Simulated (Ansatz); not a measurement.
# Cr (Cmcm) in Ansatz: a series of runs

Runs on Cr. Level: PBEsol. Tasks: single point.

All numbers are computed with Ansatz 0.2.0; they aren't measurements. Logs are shortened: lines on timing, memory, paths and dates and some standing lists are left out, and cuts for length are marked.

## (1) Starting point

Symmetry: Cmcm, No. 63, orthorhombic system. The conventional cell has a = 2.294 Å, b = 4.934 Å, c = 4.064 Å, α = 90.00°, β = 90.00°, γ = 90.00°. Cr (site symmetry m2m) has 8 Cr at 2.29 to 2.62 Å as nearest neighbours.

This isn't the form of Cr at room conditions, which is bcc.

## (2) Single point, PBEsol

Input file input.yaml:

```yaml
crystal:
  lattice:
    - [1.147050505, -2.46702512, 0.0]
    - [1.147050505, 2.46702512, 0.0]
    - [0.0, 0.0, 4.06431074]
  atoms:
    - { symbol: Cr, position: [0.87053258, 0.12946742, 0.75] }
    - { symbol: Cr, position: [0.12946742, 0.87053258, 0.25] }
hamiltonian:
  xc: pbesol
  pseudopotentials: { kind: paw }
kpoints:
  mp_grid: { grid: [13, 13, 7] }
scf:
  occupations: { method: fermi_dirac, width: 0.05 }
output:
  forces: true
  stress: true
  eigenvalues: true
```

Potentials or basis: Ansatz PAW.

On the command line:

```console
$ ansatz run input.yaml --threads 2 --pin off --max-ram 5632MiB --backend cpu --events-out ev --progress --plain --runs-dir out
```

The log of the run:

```text
Warning: RAYON_NUM_THREADS=2 ignored (pool sized by the plan → 2); use --threads N
Engine: ansatz 0.2.0, aarch64-unknown-linux-gnu
Pseudopotentials: kind: paw
Pseudopotential: Cr, paw, valence charge 14, recommended cutoff 420 eV (normal), Cr.paw.azcp
Functional definition: PBEsol
  exchange = pbesol_x
  correlation = pbesol_c
Crystal: 2 atoms, lattice volume = 23.002 Å³
Basis set: ecut = 420 eV, 459 PW (Γ), exchange–correlation on 40×40×60 points (8 copies of the dense FFT grid, shifted against one another)
Bands: 18, of which v1, the nominal top of the filled ones, is band 14 counted from 1 (13 counted from 0)
Symmetry: 8 space group operations
Space group: Cmcm (ITA 63), of the structure as read, at distance tolerance 2.8e-5 Å
k-points: 196 of 1183
Non-local potential: Cr, projectors of the file, l = 0: 3, l = 1: 2, l = 2: 3, l = 3: 1
PAW form: soft (Blöchl's): semilocal exchange-correlation on the pseudo side does not see the compensation charge
PAW frozen core: Cr, regenerated for the run's functional, and the local potential with it (the file was generated under x = pbe(κ = 0.804, μ = 0.2195149727645171), c = pbe(β = 0.06672455060314922))
PAW one-centre angular grid: Cr, 590 points (default); XC on 64 Gauss nodes
Initial density: superposition of atomic densities (neutral atoms: chi_scale 0, normalization atom), corrected by the library's trained network
Initial wavefunctions: pseudopotential atomic-orbital guess
Functional: x = pbesol(κ = 0.804, μ = 0.12345679012345678), c = pbesol(β = 0.046)
SCF iter   1: F=—  HF=-6697.718280 eV  |F-HF|=—  |Δ(HF+E_count)|=         —  Δρ=8.76e-3  dr2=8.29e-3  ethr=1.77e-3  ⟨swp⟩=3.9  Hψ=12870  notcnv=0
preconditioner: auto → none  [metal: Δε(μ)=0.005 eV  Ē_g=3.734 eV  σ=0.050 eV  W_gap=0.03  n_scr=4 (ndim 8)  ℏωp=26.8 eV  f_vac=0.000  D(μ)=2.90/eV (n_scr^D=40)  sad-step TF]
SCF iter   2: F=—  HF=-6697.715538 eV  |F-HF|=—  |Δ(HF+E_count)|=   2.74e-3  Δρ=3.08e-3  dr2=9.42e-4  ethr=2.96e-5  ⟨swp⟩=2.6  Hψ=7478  notcnv=0
SCF iter   3: F=—  HF=-6697.715333 eV  |F-HF|=—  |Δ(HF+E_count)|=   2.06e-4  Δρ=8.96e-4  dr2=6.87e-5  ethr=3.36e-6  ⟨swp⟩=2.0  Hψ=5223  notcnv=0
SCF iter   4: F=—  HF=-6697.715339 eV  |F-HF|=—  |Δ(HF+E_count)|=   6.29e-6  Δρ=1.89e-4  dr2=4.37e-6  ethr=2.45e-7  ⟨swp⟩=2.1  Hψ=6169  notcnv=0
SCF iter   5: F=—  HF=-6697.715340 eV  |F-HF|=—  |Δ(HF+E_count)|=   5.86e-7  Δρ=3.40e-5  dr2=1.14e-7  ethr=1.56e-8  ⟨swp⟩=2.0  Hψ=4677  notcnv=0
SCF iter   6: F=-6697.715340 eV  HF=-6697.715340 eV  |F-HF|=1.21e-8  |Δ(HF+E_count)|=   1.15e-7  Δρ=1.04e-5  dr2=1.51e-8  ethr=3.57e-10  ⟨swp⟩=4.1  Hψ=12476  notcnv=0
SCF 1 converged in 6 iterations: F = -6697.715340 eV  dr2 = 1.51e-8
SCF converged after 6 iterations
Free energy (F): -6697.715340 eV
Harris-Foulkes:  -6697.715340 eV  (|F-HF|=1.21e-8)
Internal energy: -6697.691609 eV  (E = F + TS)
E sigma→0 (E₀):  -6697.703474 eV
Entropy (-TS):   -0.023731 eV (-11.866 meV/atom)
Fermi energy:    19.352593 eV
--- Per-component energies (eV) ---
  E_band       = -285.228222
  E_kinetic    = 689.066513
  E_local      = -2368.457036  (includes V_loc(G=0)·N_el)
  E_nonlocal   = 161.872050
  E_hartree    = 1034.499135
  E_xc         = -278.565570
  E_vxc        = -356.963297  (∫ρ·V_xc dr)
  E_paw        = -2335.381482  (= ΣΔE_a)
  E_vpaw       = -479.740201  (= ΣTr[D̂ρ^β])
  E_aug_tail   = 0.000719  (compensation charges beyond the density's cutoff)
  E_ewald      = -3601.045936
  E_core_change = 0.319999  (= ΣΔE_core)
  E_smearing   = -0.023731  (= −TS)
  E_closure    = 0.000000  (closes the sum)
  Σ components = -6697.715340   (vs F -6697.715340, Δ=0.00e0)
--- Forces (eV/Å), atoms counted from 1 ---
  atom   1  Cr     0.00000000     0.18322383     0.00000000
  atom   2  Cr     0.00000000    -0.18322383     0.00000000
  max |Σ_I F_I| component: 0.00e0 eV/Å
--- Stress (GPa, compression-positive) ---
       -2.489029       0.000000       0.000000
        0.000000      -4.712066       0.000000
        0.000000       0.000000       1.835958
  P = ⅓ Tr σ = -1.7884 GPa (-17.884 kbar)
--- Band table (eV; the first three rows and the last of 196) ---
  k-point 0: bands = ["-52.1543", "-51.9386", "-23.9490", "-23.3853", "-23.1325", "-22.9710", "-22.8802", "-22.8686", "11.4995", "14.9861", "17.1872", "17.4214", "18.4946", "19.5300", "20.3325", "20.3752", "20.4121", "21.0602"]
  k-point 1: bands = ["-52.1437", "-51.9494", "-23.9033", "-23.3752", "-23.1442", "-23.0191", "-22.8796", "-22.8692", "11.7203", "14.9824", "17.1859", "17.4135", "18.6640", "19.3540", "19.7842", "20.2379", "20.2833", "21.2209"]
  k-point 2: bands = ["-52.1142", "-51.9797", "-23.7747", "-23.3514", "-23.1765", "-23.1481", "-22.8779", "-22.8707", "12.3506", "14.8348", "17.2418", "17.3985", "18.6975", "18.8984", "19.1756", "20.0343", "20.0719", "21.2402"]
  k-point 195: bands = ["-51.9939", "-51.9845", "-23.9103", "-23.8982", "-23.1883", "-23.1617", "-22.9398", "-22.9072", "14.9612", "15.0713", "16.4938", "16.8076", "19.3282", "19.4412", "20.6477", "21.1207", "21.6322", "21.7521"]
```

It took 2.3 s on 2 threads of Arm Neoverse V1, shared host; peak memory 0.35 GiB.

Results:

- Free energy: -6697.7153 eV
- Pressure: -1.8 GPa
- Largest force: 0.183 eV/Å
- Band gap on the k mesh: none (metal or under the smearing width)

Forces in eV/Å, atoms in the order of the input:
```
Cr   0.000  0.183  0.000
Cr   0.000 -0.183  0.000
```

Levels at points of the mesh, in eV from the Fermi level:
```tsv
k point	band 10	band 11	band 12	band 13	band 14	band 15	band 16	band 17	band 18
(0.00, 0.00, 0.00)	-4.37	-2.17	-1.93	-0.86	0.18	0.98	1.02	1.06	1.71
```

Caveat: the run has no spin polarisation, though such a crystal can be magnetic; the PAW data sets come from PBE, with cores solved anew for the run's functional, which leaves a small shift of forces and pressure. Spin polarisation is off, so any magnetic state and its effect on volume and gap are missing.

## (3) Single point, PBEsol, collinear spin, ferromagnetic start

input.yaml, as its differences from that of step 2:

```diff
@@ -6,4 +6,4 @@
   atoms:
-    - { symbol: Cr, position: [0.87053258, 0.12946742, 0.75] }
-    - { symbol: Cr, position: [0.12946742, 0.87053258, 0.25] }
+    - { symbol: Cr, position: [0.87053258, 0.12946742, 0.75], spin: 3.0 }
+    - { symbol: Cr, position: [0.12946742, 0.87053258, 0.25], spin: 3.0 }
 hamiltonian:
@@ -11,2 +11,4 @@
   pseudopotentials: { kind: paw }
+magnetization:
+  spin_polarized: true
 kpoints:
```

Potentials or basis: Ansatz PAW.

On the command line:

```console
$ ansatz run input.yaml --threads 2 --pin off --max-ram 5632MiB --backend cpu --events-out ev --progress --plain --runs-dir out
```

It took 9.1 s on 2 threads of Arm Neoverse V1, shared host; peak memory 0.44 GiB.

Results (log left out):

- Free energy: -6697.7153 eV
- Pressure: -1.8 GPa
- Largest force: 0.183 eV/Å
- Band gap on the k mesh: none (metal or under the smearing width)
- Net moment: 0.00 μB per cell
- Absolute moment: 0.00 μB per cell

Forces on the atoms (eV/Å):
```
Cr   0.000  0.183  0.000
Cr   0.000 -0.183  0.000
```

Stress tensor (GPa, compression positive):
```
-2.49  0.00  0.00
 0.00 -4.71  0.00
 0.00  0.00  1.84
```

Levels at points of the mesh, in eV from the Fermi level:
Spin up:
```
           k point  band 10  band 11  band 12  band 13  band 14  band 15  band 16  band 17  band 18  band 19
(0.00, 0.00, 0.00)    -4.37    -2.17    -1.93    -0.86     0.18     0.98     1.02     1.06     1.71     1.86
```
Spin down:
| k point | band 12 | band 13 | band 14 | band 15 | band 16 | band 17 |
| --- | --- | --- | --- | --- | --- | --- |
| (0.00, 0.00, 0.00) | -1.93 | -0.86 | 0.18 | 0.98 | 1.02 | 1.06 |

Caveat: the starting moments collapsed, and a magnetic state may lie lower; the PAW data sets come from PBE, with cores solved anew for the run's functional, which leaves a small shift of forces and pressure; the starting moments weren't kept.

## (4) Single point, PBEsol, collinear spin, antiferromagnetic start

input.yaml, as its differences from that of step 3:

```diff
@@ -7,3 +7,3 @@
     - { symbol: Cr, position: [0.87053258, 0.12946742, 0.75], spin: 3.0 }
-    - { symbol: Cr, position: [0.12946742, 0.87053258, 0.25], spin: 3.0 }
+    - { symbol: Cr, position: [0.12946742, 0.87053258, 0.25], spin: -3.0 }
 hamiltonian:
```

On the command line:

```console
$ ansatz run input.yaml --threads 2 --pin off --max-ram 5632MiB --backend cpu --events-out ev --progress --plain --runs-dir out
```

It took 48 s on 2 threads of Arm Neoverse V1, shared host; peak memory 0.56 GiB.

It converged, with:

* Free energy: -6697.7153 eV
* Pressure: -1.8 GPa
* Largest force: 0.183 eV/Å
* Band gap on the k mesh: none (metal or under the smearing width)
* Net moment: 0.00 μB per cell
* Absolute moment: 0.00 μB per cell

Forces on the atoms (eV/Å):
```
Cr   0.000  0.183  0.000
Cr   0.000 -0.183  0.000
```

Stress tensor (GPa, compression positive):
```
-2.49  0.00  0.00
 0.00 -4.71  0.00
 0.00  0.00  1.84
```

Levels at points of the mesh, in eV from the Fermi level:
Spin up:
```tsv
k point	band 11	band 12	band 13	band 14	band 15	band 16	band 17	band 18
(0.00, 0.00, 0.00)	-2.17	-1.93	-0.86	0.18	0.98	1.02	1.06	1.71
```
Spin down:
```tsv
k point	band 10	band 11	band 12	band 13	band 14	band 15	band 16	band 17	band 18	band 19
(0.00, 0.00, 0.00)	-4.37	-2.17	-1.93	-0.86	0.18	0.98	1.02	1.06	1.71	1.86
```

Caveat: the starting moments collapsed, and a magnetic state may lie lower; the PAW data sets come from PBE, with cores solved anew for the run's functional, which leaves a small shift of forces and pressure; the starting moments weren't kept.

## (5) Single point, PBEsol, collinear spin, ferrimagnetic start

input.yaml, as its differences from that of step 4:

```diff
@@ -7,3 +7,3 @@
     - { symbol: Cr, position: [0.87053258, 0.12946742, 0.75], spin: 3.0 }
-    - { symbol: Cr, position: [0.12946742, 0.87053258, 0.25], spin: -3.0 }
+    - { symbol: Cr, position: [0.12946742, 0.87053258, 0.25], spin: -1.5 }
 hamiltonian:
```

Potentials or basis: Ansatz PAW.

On the command line:

```console
$ ansatz run input.yaml --threads 2 --pin off --max-ram 5632MiB --backend cpu --events-out ev --progress --plain --runs-dir out
```

The log of the run:

```text
Warning: RAYON_NUM_THREADS=2 ignored (pool sized by the plan → 2); use --threads N
[... 6 set-up lines as earlier in the session ...]
Crystal: 2 atoms, lattice volume = 23.002 Å³
Basis set: ecut = 420 eV, 459 PW (Γ), exchange–correlation on 40×40×60 points (8 copies of the dense FFT grid, shifted against one another)
Bands: 21, of which v1, the nominal top of the filled ones, is band 14 counted from 1 (13 counted from 0)
Symmetry: 4 space group operations
Space group: Amm2 (ITA 38), of the structure as read, at distance tolerance 2.8e-5 Å
Magnetic group: BNS 38.187 (UNI 285), of the structure as read, at distance tolerance 2.8e-5 Å
k-points: 196 of 1183 (time reversal used)
[... 4 set-up lines as earlier in the session ...]
Initial density: superposition of atomic densities (chi_scale 0.1, normalization cell)
Starting moments: Σ|m| = 4.5 μB on 2 of 2 sites
[... 2 set-up lines as earlier in the session ...]
SCF iter   1: F=—  HF=-6704.002396 eV  |F-HF|=—  |Δ(HF+E_count)|=         —  Δρ=2.29e-1 (↑2.29e-1 ↓1.79e-1)  dr2=1.07e1  dr2_m=5.89e0  M=0.262 μB ∫|m|=0.546 μB  β_m=0.30  ethr=3.10e-3  ⟨swp⟩=3.6  Hψ=28826  notcnv=0
Mixer restart at iter 1: flushing history
preconditioner: auto → none  [metal: Δε(μ)=0.008 eV  Ē_g=7.088 eV  σ=0.050 eV  W_gap=0.04  n_scr=4 (ndim 8)  ℏωp=26.8 eV  f_vac=0.000  D(μ)=2.21/eV (n_scr^D=26)  sad-step TF]
SCF iter   2: F=—  HF=-6699.546700 eV  |F-HF|=—  |Δ(HF+E_count)|=    4.46e0  Δρ=1.45e-1 (↑1.45e-1 ↓1.17e-1)  dr2=3.33e0  dr2_m=2.76e0  M=0.245 μB ∫|m|=0.579 μB  β_m=0.53  ethr=3.10e-3  ⟨swp⟩=2.0  Hψ=18227  notcnv=0  defer=405
SCF iter   3: F=—  HF=-6697.698110 eV  |F-HF|=—  |Δ(HF+E_count)|=    1.85e0  Δρ=3.54e-2 (↑3.54e-2 ↓3.15e-2)  dr2=1.03e-1  dr2_m=2.08e-1  M=0.115 μB ∫|m|=0.375 μB  β_m=0.65  ethr=3.10e-3  ⟨swp⟩=2.8  Hψ=15960  notcnv=0  defer=392
SCF iter   4: F=—  HF=-6697.707188 eV  |F-HF|=—  |Δ(HF+E_count)|=   9.08e-3  Δρ=8.43e-3 (↑8.43e-3 ↓6.97e-3)  dr2=1.23e-2  dr2_m=9.63e-3  M=0.028 μB ∫|m|=0.113 μB  β_m=0.83  ethr=3.67e-4  ⟨swp⟩=2.2  Hψ=16026  notcnv=0  defer=308
SCF iter   5: F=—  HF=-6697.720065 eV  |F-HF|=—  |Δ(HF+E_count)|=   1.29e-2  Δρ=9.85e-3 (↑5.71e-3 ↓9.85e-3)  dr2=8.07e-2  dr2_m=1.05e-3  M=0.009 μB ∫|m|=0.036 μB  β_m=0.68  ethr=4.40e-5  ⟨swp⟩=2.3  Hψ=14879  notcnv=0  defer=307  recentre
[... 11 lines left out ...]
SCF converged after 13 iterations
Magnetization: 0.0000 μB (14.0000 up, 14.0000 down)
Absolute magnetization: 0.0000 μB (∫|ρ↑−ρ↓|, with the PAW one-centre terms)
Spin contamination: 0.0000 ħ² per cell (⟨S²⟩ above its minimum at these occupations)
Per-site moments (μB) at R_I (Å): [(1.6795768683541353e-6, 0.946316666625), (2.0471114774479905e-6, 0.946316666625)]
Free energy (F): -6697.715340 eV
Harris-Foulkes:  -6697.715340 eV  (|F-HF|=2.00e-11)
Internal energy: -6697.691609 eV  (E = F + TS)
E sigma→0 (E₀):  -6697.703474 eV
Entropy (-TS):   -0.023731 eV (-11.866 meV/atom)
Fermi energy:    19.352641 eV
--- Per-component energies (eV) ---
  E_band       = -285.226876
  E_kinetic    = 689.066277
  E_local      = -2368.453217  (includes V_loc(G=0)·N_el)
  E_nonlocal   = 161.871048
  E_hartree    = 1034.496140
  E_xc         = -278.565747
  E_vxc        = -356.963530  (∫ρ·V_xc dr)
  E_paw        = -2335.380891  (= ΣΔE_a)
  E_vpaw       = -479.740444  (= ΣTr[D̂ρ^β])
  E_aug_tail   = 0.000719  (compensation charges beyond the density's cutoff)
  E_ewald      = -3601.045936
  E_core_change = 0.319999  (= ΣΔE_core)
  E_smearing   = -0.023731  (= −TS)
  E_closure    = 0.000000  (closes the sum)
  Σ components = -6697.715340   (vs F -6697.715340, Δ=0.00e0)
--- Forces (eV/Å), atoms counted from 1 ---
  atom   1  Cr     0.00000000     0.18320178     0.00000000
  atom   2  Cr     0.00000000    -0.18320185     0.00000000
  max |Σ_I F_I| component: 7.22e-8 eV/Å
--- Stress (GPa, compression-positive) ---
       -2.488941       0.000000       0.000000
        0.000000      -4.711314       0.000000
        0.000000       0.000000       1.836792
  P = ⅓ Tr σ = -1.7878 GPa (-17.878 kbar)
--- Band table (eV; the first three rows and the last of 392) ---
  k-point 0 ↑: bands = ["-52.1542", "-51.9385", "-23.9489", "-23.3853", "-23.1324", "-22.9708", "-22.8802", "-22.8686", "11.4995", "14.9861", "17.1872", "17.4214", "18.4947", "19.5301", "20.3325", "20.3752", "20.4121", "21.0603", "21.2134", "21.9798", "29.1558"]
  k-point 1 ↑: bands = ["-52.1437", "-51.9493", "-23.9032", "-23.3751", "-23.1441", "-23.0190", "-22.8796", "-22.8692", "11.7203", "14.9824", "17.1859", "17.4135", "18.6641", "19.3541", "19.7843", "20.2379", "20.2833", "21.2209", "21.3471", "21.7764", "30.0221"]
  k-point 2 ↑: bands = ["-52.1141", "-51.9796", "-23.7746", "-23.3513", "-23.1765", "-23.1480", "-22.8779", "-22.8707", "12.3506", "14.8348", "17.2418", "17.3985", "18.6975", "18.8984", "19.1757", "20.0344", "20.0719", "21.2402", "21.4825", "21.5643", "32.0760"]
  k-point 195 ↓: bands = ["-51.9939", "-51.9845", "-23.9102", "-23.8981", "-23.1882", "-23.1616", "-22.9398", "-22.9072", "14.9613", "15.0713", "16.4938", "16.8076", "19.3282", "19.4412", "20.6477", "21.1207", "21.6323", "21.7521", "21.7694", "22.1691", "28.4504"]
```

Run time: 50 s. Hardware: 2 threads of Arm Neoverse V1, shared host; peak memory 0.55 GiB.

Results:

```yaml
Free_energy: -6697.7153 eV
Pressure: -1.8 GPa
Largest_force: 0.183 eV/Å
Band_gap_on_the_k_mesh: none (metal or under the smearing width)
Net_moment: 0.00 μB per cell
Absolute_moment: 0.00 μB per cell
```

Forces on the atoms (eV/Å):
```
Cr   0.000  0.183  0.000
Cr   0.000 -0.183  0.000
```

Levels at points of the mesh, in eV from the Fermi level:
Spin up:
```csv
k point,band 11,band 12,band 13,band 14,band 15,band 16,band 17,band 18
"(0.00, 0.00, 0.00)",-2.17,-1.93,-0.86,0.18,0.98,1.02,1.06,1.71
```
Spin down:
```tsv
k point	band 10	band 11	band 12	band 13	band 14	band 15	band 16	band 17	band 18	band 19
(0.00, 0.00, 0.00)	-4.37	-2.17	-1.93	-0.86	0.18	0.98	1.02	1.06	1.71	1.86
```

Caveat: the starting moments collapsed, and a magnetic state may lie lower; the PAW data sets come from PBE, with cores solved anew for the run's functional, which leaves a small shift of forces and pressure; the starting moments weren't kept.
